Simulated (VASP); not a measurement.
# Black phosphorene and its bilayer

What are the lattice, gap and band positions of black phosphorene, and what does a second sheet change?

Calculated with VASP 6.6.1; PBE with D3(BJ); plane waves and PAW (P).

## Step 1: Starting point

The cell holds 4 atoms: 4 P. Cell: a = 4.620 Å, b = 3.300 Å, c = 22.000 Å, α = 90.0°, β = 90.0°, γ = 90.0°. Vacuum lies along c.

Structure file:

```xyz
4
Lattice="4.6200 0.0000 0.0000 0.0000 3.3000 0.0000 0.0000 0.0000 22.0000" Properties=species:S:1:pos:R:3
P     0.4158    0.0000    9.9500
P     1.8942    1.6500    9.9500
P     2.7258    1.6500   12.0500
P     4.2042    0.0000   12.0500
```

## Step 2: Relaxing the monolayer

The sheet's cell relaxes in its plane with the atoms, while the vacuum is kept.

Input file INCAR:

```
SYSTEM = P
PREC = Normal
ENCUT = 350
EDIFF = 1E-06
NELM = 120
ISMEAR = 0
SIGMA = 0.03
LREAL = .FALSE.
ALGO = Normal
GGA = PE
IVDW = 12
NBANDS = 16
LORBIT = 11
LWAVE = .FALSE.
LCHARG = .FALSE.
KPAR = 4
IBRION = 2
NSW = 50
ISIF = 3
EDIFFG = -0.015
POTIM = 0.4
IDIPOL = 3
LDIPOL = .TRUE.
DIPOL = 0.5 0.5 0.5
LATTICE_CONSTRAINTS = .TRUE. .TRUE. .FALSE.
```

Input file POSCAR:

```
P
1.0
    4.6200000000      0.0000000000      0.0000000000
    0.0000000000      3.3000000000      0.0000000000
    0.0000000000      0.0000000000     22.0000000000
P
4
Direct
    0.0900000000      0.0000000000      0.4522727273
    0.4100000000      0.5000000000      0.4522727273
    0.5900000000      0.5000000000      0.5477272727
    0.9100000000      0.0000000000      0.5477272727
```

Input file KPOINTS:

```
Automatic mesh
0
Gamma
7 9 1
0 0 0
```

The projector-augmented-wave data sets are P (PBE family, release 64).

Started as:

```console
> mpirun -np 4 vasp_std
```

The program printed:

```text
[banner, memory and clock lines left out]
running    4 mpi-ranks, on    1 nodes
 distrk:  each k-point on    1 cores,    4 groups
 distr:  one band on    1 cores,    1 groups

 POSCAR found type information on POSCAR P
 POSCAR found :  1 types and       4 ions
 LDA part: xc-table for (Slater+PW92), standard interpolation
 POSCAR, INCAR and KPOINTS ok, starting setup
 FFT: planning ... GRIDC
 FFT: planning ... GRID_SOFT
 FFT: planning ... GRID
 WAVECAR not read
 entering main loop
       N       E                     dE             d eps       ncg     rms          rms(c)
DAV:   1     0.117936864753E+03    0.11794E+03   -0.52341E+03   640   0.637E+02
DAV:   2    -0.798184609954E+01   -0.12592E+03   -0.11928E+03  1000   0.143E+02
DAV:   3    -0.214082095688E+02   -0.13426E+02   -0.13374E+02   896   0.567E+01
DAV:   4    -0.216579865904E+02   -0.24978E+00   -0.24944E+00   864   0.989E+00
DAV:   5    -0.216654325772E+02   -0.74460E-02   -0.74448E-02  1000   0.153E+00    0.102E+01
DAV:   6    -0.215202975740E+02    0.14514E+00   -0.83802E-02   864   0.151E+00    0.602E+00
DAV:   7    -0.214519347511E+02    0.68363E-01   -0.15049E-01   848   0.205E+00    0.314E-01
DAV:   8    -0.214512441923E+02    0.69056E-03   -0.97155E-03   888   0.607E-01    0.137E-01
DAV:   9    -0.214510764156E+02    0.16778E-03   -0.53361E-04  1064   0.139E-01    0.112E-01
DAV:  10    -0.214508658986E+02    0.21052E-03   -0.18095E-04   888   0.671E-02    0.693E-02
DAV:  11    -0.214507556178E+02    0.11028E-03   -0.15369E-04   872   0.562E-02    0.181E-02
DAV:  12    -0.214511556093E+02   -0.39999E-03   -0.27106E-04   752   0.614E-02    0.135E-02
DAV:  13    -0.214512687085E+02   -0.11310E-03   -0.88770E-06   848   0.176E-02    0.121E-02
DAV:  14    -0.214514573139E+02   -0.18861E-03   -0.53594E-06   848   0.133E-02    0.467E-03
DAV:  15    -0.214515381643E+02   -0.80850E-04   -0.33366E-06   800   0.785E-03    0.624E-03
DAV:  16    -0.214515993269E+02   -0.61163E-04   -0.11737E-06   664   0.484E-03    0.195E-03
DAV:  17    -0.214516130047E+02   -0.13678E-04   -0.27993E-07   704   0.240E-03    0.216E-03
DAV:  18    -0.214516235907E+02   -0.10586E-04   -0.29891E-07   616   0.216E-03    0.503E-04
DAV:  19    -0.214516242407E+02   -0.65007E-06   -0.16716E-08   640   0.633E-04
   1 F= -.22399897E+02 E0= -.22399897E+02  d E =-.223999E+02
 curvature:   0.00 expect dE= 0.000E+00 dE for cont linesearch  0.000E+00
 trial: gam= 0.00000 g(F)=  0.231E-02 g(S)=  0.137E-01 ort = 0.000E+00 (trialstep = 0.100E+01)
 search vector abs. value=  0.160E-01
 bond charge predicted
       N       E                     dE             d eps       ncg     rms          rms(c)
DAV:   1    -0.214523999900E+02   -0.77640E-03   -0.37104E-01   728   0.319E+00    0.623E-01
DAV:   2    -0.214466084577E+02    0.57915E-02   -0.17104E-02   840   0.768E-01    0.333E-01
DAV:   3    -0.214436559998E+02    0.29525E-02   -0.46660E-03   760   0.352E-01    0.719E-02
DAV:   4    -0.214435526762E+02    0.10332E-03   -0.34016E-04   936   0.106E-01    0.523E-02
DAV:   5    -0.214435417629E+02    0.10913E-04   -0.20715E-05  1024   0.275E-02    0.155E-02
DAV:   6    -0.214435359774E+02    0.57855E-05   -0.12518E-05   848   0.194E-02    0.590E-03
DAV:   7    -0.214435370554E+02   -0.10780E-05   -0.93337E-07   632   0.575E-03    0.222E-03
DAV:   8    -0.214435393368E+02   -0.22814E-05   -0.41523E-07   592   0.363E-03    0.796E-04
DAV:   9    -0.214435443158E+02   -0.49790E-05   -0.43723E-07   584   0.284E-03    0.919E-04
DAV:  10    -0.214435479842E+02   -0.36684E-05   -0.22045E-07   672   0.187E-03    0.414E-04
DAV:  11    -0.214435517236E+02   -0.37393E-05   -0.20632E-07   592   0.154E-03    0.341E-04
DAV:  12    -0.214435527742E+02   -0.10506E-05   -0.22823E-08   640   0.766E-04    0.173E-04
DAV:  13    -0.214435538326E+02   -0.10583E-05   -0.31089E-08   616   0.651E-04    0.108E-04
DAV:  14    -0.214435539597E+02   -0.12713E-06   -0.29317E-09   624   0.312E-04
   2 F= -.22409180E+02 E0= -.22409180E+02  d E =-.928343E-02
[...]
3 F= -.22409381E+02 E0= -.22409381E+02  d E =-.948457E-02
[...]
4 F= -.22413909E+02 E0= -.22413909E+02  d E =-.452739E-02
[...]
5 F= -.22415028E+02 E0= -.22415028E+02  d E =-.564626E-02
[...]
6 F= -.22418717E+02 E0= -.22418717E+02  d E =-.368918E-02
[...]
7 F= -.22422319E+02 E0= -.22422319E+02  d E =-.729130E-02
 curvature:  -3.05 expect dE=-0.603E-03 dE for cont linesearch -0.148E-03
 ZBRENT: extrapolating
 opt :   2.6982  next Energy=   -22.422475 (dE=-0.745E-02)
 bond charge predicted
       N       E                     dE             d eps       ncg     rms          rms(c)
DAV:   1    -0.214296957034E+02    0.19039E-02   -0.50186E-02   656   0.107E+00    0.126E-01
DAV:   2    -0.214294271840E+02    0.26852E-03   -0.21410E-03   872   0.297E-01    0.694E-02
DAV:   3    -0.214293035195E+02    0.12366E-03   -0.20112E-04   864   0.802E-02    0.370E-02
DAV:   4    -0.214292729595E+02    0.30560E-04   -0.70506E-05   792   0.445E-02    0.155E-02
DAV:   5    -0.214292733292E+02   -0.36970E-06   -0.78466E-06   944   0.167E-02
   8 F= -.22422477E+02 E0= -.22422477E+02  d E =-.744953E-02
 curvature:  -3.21 expect dE=-0.168E-03 dE for cont linesearch -0.498E-07
 trial: gam=-0.02175 g(F)=  0.303E-04 g(S)=  0.219E-04 ort = 0.142E-04 (trialstep = 0.117E+01)
 search vector abs. value=  0.578E-04
 reached required accuracy - stopping structural energy minimisation
```

Run time: 31 s. Hardware: 4 MPI ranks of Intel Xeon 6975P-C (Granite Rapids), shared host; peak memory 0.89 GiB.

The logs omit lines about the potential files and the build; timing stands in the text.

Parts of OUTCAR (step 2):

```text
ion  position               nearest neighbor table
   1  0.090  0.000  0.452-   2 2.22   2 2.22   4 2.26
   2  0.410  0.500  0.452-   1 2.22   1 2.22   3 2.26
   3  0.590  0.500  0.548-   4 2.22   4 2.22   2 2.26
   4  0.910  0.000  0.548-   3 2.22   3 2.22   1 2.26

  LATTYP: Found a simple orthorhombic cell.
 ALAT       =     3.3000000000
 B/A-ratio  =     1.4000000000
 C/A-ratio  =     6.6666666667

 Subroutine GETGRP returns: Found  8 space group operations
 (whereof  4 operations were pure point group operations)

The static configuration has the point symmetry C_2h.
 The point group associated with its full space group is D_2h.

 Found     20 irreducible k-points:

   k-points           NKPTS =     20   k-points in BZ     NKDIM =     20   number of bands    NBANDS=     16

   dimension x,y,z NGX =    24 NGY =   16 NGZ =  108
   dimension x,y,z NGXF=    48 NGYF=   32 NGZF=  216

   ENCUT  =  350.0 eV  25.72 Ry    5.07 a.u.   7.05  5.03 33.56*2*pi/ulx,y,z

   NELECT =      20.0000    total number of electrons

 k-points in reciprocal lattice and weights: Automatic mesh
   0.00000000  0.00000000  0.00000000       0.016
   0.14285714  0.00000000  0.00000000       0.032
   0.28571429  0.00000000  0.00000000       0.032
   0.42857143  0.00000000  0.00000000       0.032
   0.00000000  0.11111111  0.00000000       0.032
   0.14285714  0.11111111  0.00000000       0.063
   0.28571429  0.11111111  0.00000000       0.063
   0.42857143  0.11111111  0.00000000       0.063
   0.00000000  0.22222222  0.00000000       0.032
[...]
0.28571429  0.44444444  0.00000000       0.063
   0.42857143  0.44444444  0.00000000       0.063

 Edisp (eV)   -0.99072

 dipolmoment           0.000000      0.000000      0.000000 electrons x Angstroem

 average (electrostatic) potential at core
       1 -91.3140       2 -91.3140       3 -91.3140       4 -91.3140

 E-fermi :  -2.1281

 k-point     1 :       0.0000    0.0000    0.0000
  band No.  band energies     occupation
    ...
      6      -6.8444      2.00000
      7      -5.7912      2.00000
      8      -4.1881      2.00000
      9      -4.0835      2.00000
     10      -2.3115      2.00000
     11      -1.5666      0.00000
     12      -0.7474      0.00000
     13       0.4251      0.00000
     14       1.1493      0.00000
     15       2.0337      0.00000
    ...

 k-point     2 :       0.1429    0.0000    0.0000
  band No.  band energies     occupation
    ...
      6      -6.5316      2.00000
      7      -5.7047      2.00000
      8      -4.1452      2.00000
      9      -3.6227      2.00000
     10      -3.0234      2.00000
     11      -0.9495      0.00000
     12      -0.6560      0.00000
     13       0.2113      0.00000
     14       1.0093      0.00000
     15       2.2502      0.00000
    ...

 k-point     3 :       0.2857    0.0000    0.0000
  band No.  band energies     occupation
    ...
      6      -5.4581      2.00000
      7      -5.3705      2.00000
      8      -4.3468      2.00000
      9      -4.0248      2.00000
     10      -2.7151      2.00000
     11      -0.4691      0.00000
     12      -0.2763      0.00000
     13      -0.0131      0.00000
     14       0.8404      0.00000
     15       2.2948      0.00000
    ...

 Edisp (eV)   -0.99320

  Total       0.02791     0.03863     0.03042     0.00000     0.00000    -0.00000
  in kB       0.13925     0.19273     0.15177     0.00000     0.00000    -0.00000
  external pressure =        0.16 kB  Pullay stress =        0.00 kB

  energy-cutoff  :      350.00
  volume of cell :      321.14
      direct lattice vectors                 reciprocal lattice vectors
     4.434882065  0.000000000  0.000000000     0.225485139  0.000000000  0.000000000
     0.000000000  3.291499931  0.000000000     0.000000000  0.303812858  0.000000000
     0.000000000  0.000000000 22.000000000     0.000000000  0.000000000  0.045454545

 POSITION                                       TOTAL-FORCE (eV/Angst)
 -----------------------------------------------------------------------------------
      0.36672      0.00000      9.94143         0.002774     -0.000000     -0.013743
      1.85072      1.64575      9.94143        -0.002774      0.000000     -0.013743
      2.58416      1.64575     12.05857         0.002774     -0.000000      0.013743
      4.06816      3.29150     12.05857        -0.002774     -0.000000      0.013743
 -----------------------------------------------------------------------------------
    total drift:                               -0.000000     -0.000000      0.000000

  FREE ENERGIE OF THE ION-ELECTRON SYSTEM (eV)
  ---------------------------------------------------
  free  energy   TOTEN  =       -22.4224770938 eV

  energy  without entropy=      -22.4224770938  energy(sigma->0) =      -22.42247709

 reached required accuracy - stopping structural energy minimisation

 vacuum level on the upper side and lower side of the slab         2.594         2.594

 total charge
# of ion       s       p       d       tot
------------------------------------------
    1        1.080   1.388   0.000   2.468
    2        1.080   1.388   0.000   2.468
    3        1.080   1.388   0.000   2.468
    4        1.080   1.388   0.000   2.468
--------------------------------------------------
tot          4.321   5.552   0.000   9.873

[... 3 further parts left out ...]
```

CONTCAR:

```
P
   1.00000000000000
     4.4348820645929878    0.0000000000000000    0.0000000000000000
     0.0000000000000000    3.2914999311081661    0.0000000000000000
     0.0000000000000000    0.0000000000000000   22.0000000000000000
  P
     4
Direct
     0.0826895819381675    0.0000000000000000    0.4518833794418504
     0.4173104180618326    0.5000000000000000    0.4518833794418504
     0.5826895819381674    0.5000000000000000    0.5481166205581496
     0.9173104180618326    1.0000000000000000    0.5481166205581496
```

The gap is read on the k-mesh alone, so it is an upper bound where the band edges lie off the mesh. The run keeps the 8 symmetry operations of its start, so it cannot find a distortion of lower symmetry.

Step by step:

| step | energy less that of the first step (eV) | largest force (eV/Å) | pressure (GPa) | volume (Å³) |
| --- | --- | --- | --- | --- |
| 1 | 0.0000 | 0.1224 | -0.31 | 335.41 |
| 2 | -0.0093 | 0.1616 | 0.00 | 330.00 |
| 3 | -0.0095 | 0.1729 | 0.06 | 329.11 |
| 4 | -0.0140 | 0.0742 | 0.03 | 327.90 |
| 5 | -0.0151 | 0.1230 | 0.01 | 326.85 |
| 6 | -0.0188 | 0.0920 | 0.01 | 325.21 |
| 7 | -0.0224 | 0.0294 | 0.01 | 321.98 |
| 8 | -0.0226 | 0.0140 | 0.02 | 321.14 |

| cell as run | before | after | change |
| --- | --- | --- | --- |
| a (Å) | 4.620 | 4.435 | -4.0 % |
| b (Å) | 3.300 | 3.291 | -0.3 % |

The atoms that moved most (Å, along periodic axes as changes of fractional coordinates times the final cell, across vacuum about the mean position):

| atom | dx | dy | dz | length |
| --- | --- | --- | --- | --- |
| P2 | 0.032 | 0.000 | -0.009 | 0.034 |
| P1 | -0.032 | 0.000 | -0.009 | 0.034 |
| P3 | -0.032 | 0.000 | 0.009 | 0.034 |
| P4 | 0.032 | 0.000 | 0.009 | 0.034 |

The relaxed structure:

```xyz
4
Lattice="4.4349 0.0000 0.0000 0.0000 3.2915 0.0000 0.0000 0.0000 22.0000" Properties=species:S:1:pos:R:3
P     0.3667    0.0000    9.9414
P     1.8507    1.6457    9.9414
P     2.5842    1.6457   12.0586
P     4.0682    0.0000   12.0586
```

Numbers from this step:

| Property | Result |
| --- | --- |
| electronic cycles | 81 |
| electrons | 20 |
| free energy (TOTEN) | -22.42 eV |
| Fermi energy | -2.128 eV |
| metallic | no |
| dipole moment | 0, 0, 0 e·Å |
| gap on the k-mesh | 0.7449 eV |
| least direct gap on the k-mesh | 0.7449 eV |

The run ended after 8 ionic steps, 0.023 eV below its first step, once forces and stress met EDIFFG = -0.015.

## Step 3: A second relaxation

The plane waves were chosen for the start cell, so the relaxation is repeated from its end.

INCAR, as its differences from that of step 2:

```diff
@@ -17,3 +17,3 @@
 IBRION = 2
-NSW = 50
+NSW = 30
 ISIF = 3
```

Input file POSCAR:

```
P
1.0
    4.4348820646      0.0000000000      0.0000000000
    0.0000000000      3.2914999311      0.0000000000
    0.0000000000      0.0000000000     22.0000000000
P
4
Direct
    0.0826895819      0.0000000000      0.4518833794
    0.4173104181      0.5000000000      0.4518833794
    0.5826895819      0.5000000000      0.5481166206
    0.9173104181      0.0000000000      0.5481166206
```

KPOINTS is that of step 2.

Started as:

```console
> mpirun -np 4 vasp_std
```

The program printed:

```text
[... set-up lines as in an earlier step ...]
 entering main loop
       N       E                     dE             d eps       ncg     rms          rms(c)
DAV:   1     0.116170959093E+03    0.11617E+03   -0.54442E+03   648   0.648E+02
DAV:   2    -0.826019158327E+01   -0.12443E+03   -0.11878E+03   992   0.144E+02
DAV:   3    -0.213830931445E+02   -0.13123E+02   -0.13060E+02   896   0.562E+01
DAV:   4    -0.216431848329E+02   -0.26009E+00   -0.25919E+00   896   0.994E+00
DAV:   5    -0.216524184047E+02   -0.92336E-02   -0.92323E-02  1000   0.166E+00    0.104E+01
DAV:   6    -0.215013200275E+02    0.15110E+00   -0.89652E-02   856   0.157E+00    0.611E+00
DAV:   7    -0.214292278357E+02    0.72092E-01   -0.16043E-01   848   0.212E+00    0.337E-01
DAV:   8    -0.214278633872E+02    0.13644E-02   -0.11125E-02   912   0.656E-01    0.129E-01
DAV:   9    -0.214276185485E+02    0.24484E-03   -0.57686E-04  1072   0.144E-01    0.114E-01
DAV:  10    -0.214272397703E+02    0.37878E-03   -0.26243E-04   904   0.759E-02    0.896E-02
DAV:  11    -0.214270489505E+02    0.19082E-03   -0.21673E-04   880   0.637E-02    0.227E-02
DAV:  12    -0.214276027743E+02   -0.55382E-03   -0.32920E-04   776   0.680E-02    0.303E-02
DAV:  13    -0.214276853694E+02   -0.82595E-04   -0.13880E-05   808   0.196E-02    0.166E-02
DAV:  14    -0.214278809249E+02   -0.19556E-03   -0.38532E-06   784   0.120E-02    0.574E-03
DAV:  15    -0.214280278324E+02   -0.14691E-03   -0.37565E-06   792   0.933E-03    0.867E-03
DAV:  16    -0.214280944782E+02   -0.66646E-04   -0.15929E-06   704   0.556E-03    0.226E-03
DAV:  17    -0.214281055784E+02   -0.11100E-04   -0.27078E-07   704   0.237E-03    0.143E-03
DAV:  18    -0.214281153186E+02   -0.97402E-05   -0.22838E-07   608   0.182E-03    0.121E-03
DAV:  19    -0.214281175616E+02   -0.22430E-05   -0.52472E-08   664   0.862E-04    0.269E-04
DAV:  20    -0.214281187091E+02   -0.11475E-05   -0.36692E-08   600   0.592E-04    0.368E-04
DAV:  21    -0.214281189011E+02   -0.19204E-06   -0.41017E-09   576   0.270E-04
   1 F= -.22421323E+02 E0= -.22421323E+02  d E =-.224213E+02
 curvature:   0.00 expect dE= 0.000E+00 dE for cont linesearch  0.000E+00
 trial: gam= 0.00000 g(F)=  0.326E-04 g(S)=  0.164E-04 ort = 0.000E+00 (trialstep = 0.100E+01)
 search vector abs. value=  0.490E-04
 reached required accuracy - stopping structural energy minimisation
```

Elapsed: 7.6 s, on 4 MPI ranks; peak memory 0.8 GiB.

Parts of OUTCAR (step 3):

```text
  LATTYP: Found a simple orthorhombic cell.
 ALAT       =     3.2914999311
 B/A-ratio  =     1.3473741934
 C/A-ratio  =     6.6838828682

 Found     20 irreducible k-points:

   dimension x,y,z NGX =    20 NGY =   16 NGZ =  108
   dimension x,y,z NGXF=    40 NGYF=   32 NGZF=  216

   ENCUT  =  350.0 eV  25.72 Ry    5.07 a.u.   6.77  5.02 33.56*2*pi/ulx,y,z

   NELECT =      20.0000    total number of electrons

 E-fermi :  -2.1260

 k-point     1 :       0.0000    0.0000    0.0000
  band No.  band energies     occupation
    ...
      6      -6.8426      2.00000
      7      -5.7894      2.00000
      8      -4.1864      2.00000
      9      -4.0815      2.00000
     10      -2.3097      2.00000
     11      -1.5649      0.00000
     12      -0.7454      0.00000
     13       0.4270      0.00000
     14       1.1511      0.00000
     15       2.0471      0.00000
    ...

 k-point     2 :       0.1429    0.0000    0.0000
  band No.  band energies     occupation
    ...
      6      -6.5297      2.00000
      7      -5.7030      2.00000
      8      -4.1432      2.00000
      9      -3.6209      2.00000
     10      -3.0216      2.00000
     11      -0.9477      0.00000
     12      -0.6540      0.00000
     13       0.2133      0.00000
     14       1.0112      0.00000
     15       2.2662      0.00000
    ...

 Edisp (eV)   -0.99320

  Total       0.01794     0.03706     0.02336     0.00000     0.00000     0.00000
  in kB       0.08951     0.18492     0.11656     0.00000     0.00000     0.00000
  external pressure =        0.13 kB  Pullay stress =        0.00 kB

 POSITION                                       TOTAL-FORCE (eV/Angst)
 -----------------------------------------------------------------------------------
      0.36672      0.00000      9.94143         0.001699     -0.000000     -0.014437
      1.85072      1.64575      9.94143        -0.001699      0.000000     -0.014437
      2.58416      1.64575     12.05857         0.001699     -0.000000      0.014437
      4.06816      0.00000     12.05857        -0.001699     -0.000000      0.014437
 -----------------------------------------------------------------------------------
    total drift:                                0.000000     -0.000000      0.000000

  FREE ENERGIE OF THE ION-ELECTRON SYSTEM (eV)
  ---------------------------------------------------
  free  energy   TOTEN  =       -22.4213226655 eV

  energy  without entropy=      -22.4213226655  energy(sigma->0) =      -22.42132267

 vacuum level on the upper side and lower side of the slab         2.508         2.508

 total charge
# of ion       s       p       d       tot
------------------------------------------
    1        1.080   1.388   0.000   2.468
    2        1.080   1.388   0.000   2.468
    3        1.080   1.388   0.000   2.468
    4        1.080   1.388   0.000   2.468
--------------------------------------------------
tot          4.321   5.553   0.000   9.874

[... 7 parts as in an earlier step ...]

[... 6 further parts left out ...]
```

CONTCAR:

```
P
   1.00000000000000
     4.4348820646000000    0.0000000000000000    0.0000000000000000
     0.0000000000000000    3.2914999311000002    0.0000000000000000
     0.0000000000000000    0.0000000000000000   22.0000000000000000
  P
     4
Direct
     0.0826895818999986    0.0000000000000000    0.4518833794000017
     0.4173104181000014    0.5000000000000000    0.4518833794000017
     0.5826895818999986    0.5000000000000000    0.5481166205999983
     0.9173104181000014    0.0000000000000000    0.5481166205999983
```

Little changed from the start: no atom moved by 0.005 Å and no cell edge by 0.1 %.

Numbers from this step:

```yaml
electronic_cycles: 21
fermi_energy: -2.126 eV
gap_on_the_k_mesh: 0.7448 eV
least_direct_gap_on_the_k_mesh: 0.7448 eV
```

The start already met the threshold, so nothing moved.

[end of part 1 of 8]

[Lines on the potential files, build, host, timing and source positions are cut from VASP's logs without a mark.]

[Logs are printed without paths, hosts, clocks, repeated set-up lines and the standing remarks that a program may print on its own settings, such as how far it seeks lower states.]

[Hosts, paths, dates, database ids (printed as entryN), source tags and the programs' standing remarks are cut or masked in the printed files.]

[Runs that stopped without an error message from VASP are left out.]
